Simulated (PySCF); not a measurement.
**Simulated absorption spectrum**

Compound: triethylamine, C6H15N.
InChI=1S/C6H15N/c1-4-7(5-2)6-3/h4-6H2,1-3H3

Method: PySCF 2.14.0, density-fitted response routines, TDDFT PBE0/def2-SVPD, vertical, gas phase, core orbitals frozen in the response. One conformer (not necessarily the lowest) at the PBE0-D3(BJ)/def2-SVP geometry, without solvent, vibrations or thermal averaging. Torsions of this conformer, `[CH3:1][CH2:2][N:3]([CH2:4][CH3:5])[CH2:6][CH3:7]`: C1–C2–N3–C4 154°, C2–N3–C4–C5 -77°, C2–N3–C6–C7 154°.

Computed states:

```tsv
state	E (eV)	f
S1	5.92	0.0054
S2	6.22	0.046
S3	6.22	0.046
S4	6.39	0.154
S5	7.15	0.012
S6	7.15	0.012
S7	7.66	0.035
S8	7.67	0.035
S9	7.91	0.0047
```

Each state is given a Gaussian of 0.4 eV full width at half maximum, with ε(max) = 2.175×10⁸ f / Δν̃ (Δν̃ the width in cm⁻¹). The width is an assumption, not a result. The curve ends short of the highest state used, and states not computed would add to its high-energy end.

(1) What does the envelope look like, and where are its maxima?

(2) Coming from long wavelengths, where does ε first pass 100 L mol⁻¹ cm⁻¹?

(3) On this curve, what absorbance would a 10⁻⁵ mol/L sample give at 222 nm over a 1 cm path?

## Answers

(1) 
```tsv
E (eV)	ε (L mol⁻¹ cm⁻¹)
5.32	1
5.38	3
5.45	9
5.52	26
5.59	65
5.66	148
5.73	309
5.80	620
5.86	1105
5.93	2105
6.00	3769
6.07	6177
6.14	9112
6.21	12002
6.28	14055
6.35	14563
6.41	13551
6.48	10981
6.55	7710
6.62	4666
6.69	2445
6.76	1174
6.83	673
6.89	659
6.96	925
7.03	1305
7.10	1613
7.17	1725
7.24	1659
7.31	1602
```

Maxima: 196 nm (6.33 eV), ε about 15000, made up of S2 (16%), S3 (17%) and S4 (67%); 173 nm (7.17 eV), ε about 1700, made up of S5 (48%) and S6 (48%) (ε in L mol⁻¹ cm⁻¹; maxima over ε = 5, shares over 10%). At its high-energy end, 7.31 eV, the curve is still rising (ε about 1600, from S5, S6, S7 and S8).

(2) At about 220 nm (5.63 eV), 0.29 eV below S1.

(3) 222 nm is 5.585 eV, where ε is about 61 L mol⁻¹ cm⁻¹, so A = ε c l ≈ 0.00061 (Beer–Lambert, with the gas-phase spectrum and the assumed width).

From S9 up the states lie above the vertical ionisation energy of 7.87 eV (ΔSCF), that is within the continuum, which a finite basis only mimics.

Cost: about 70 s of CPU time on one thread (grids of density and orbitals included); the machine was shared, so the figure is rough.
